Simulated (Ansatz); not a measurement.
Starting cell, CsI (CsCl type):

```
CsI
1.0
    9.33383     0.00000     0.00000
    0.00000     4.66692     0.00000
    0.00000     0.00000     4.66692
Cs I
2 2
Direct
  0.00000   0.00000   0.00000
  0.50000   0.00000   0.00000
  0.25000   0.50000   0.50000
  0.75000   0.50000   0.50000
```

In this cell atom 3 (I, nearest neighbour Cs at 4.042 Å; its periodic images, 4.7 Å or more away, move with it) is moved by s towards the nearest neighbour, unit vector (-0.577, -0.577, -0.577); all other atoms and the cell stay fixed.

Level of theory: PBE (plane waves to 420 eV, PAW, scalar-relativistic; Ansatz, an electronic-structure program). k mesh 3×6×6 (Γ-centred), Fermi-Dirac smearing 0.05 eV. E stands for the smeared free energy. CsI was relaxed with its symmetry unable to fall. Spin-orbit coupling is left out, though I is heavy. The zero of ΔE is the undisplaced structure.

```csv
s (Å),ΔE (meV/cell)
-0.810,392
-0.648,213
-0.486,105
-0.324,42
-0.162,10
0.000,0
0.162,10
0.324,42
0.486,105
0.648,213
0.810,392
```

Problem. What force constant k = d²E/ds² at s = 0 does the table give?

Solution. 0.7 eV/Å². It is the second difference of the nearest points, corrected with the next pair.

Problem. With k = 0.74 eV/Å² from the forces, is the well harmonic out to s = 0.810 Å?

Solution. ½ks² = 242 meV/cell against the computed 392 meV/cell, so the well is stiffer than harmonic there.

(For displaced atoms, the force is minus the slope of the energy, and its curvature is a force constant, which sets phonon frequencies.)
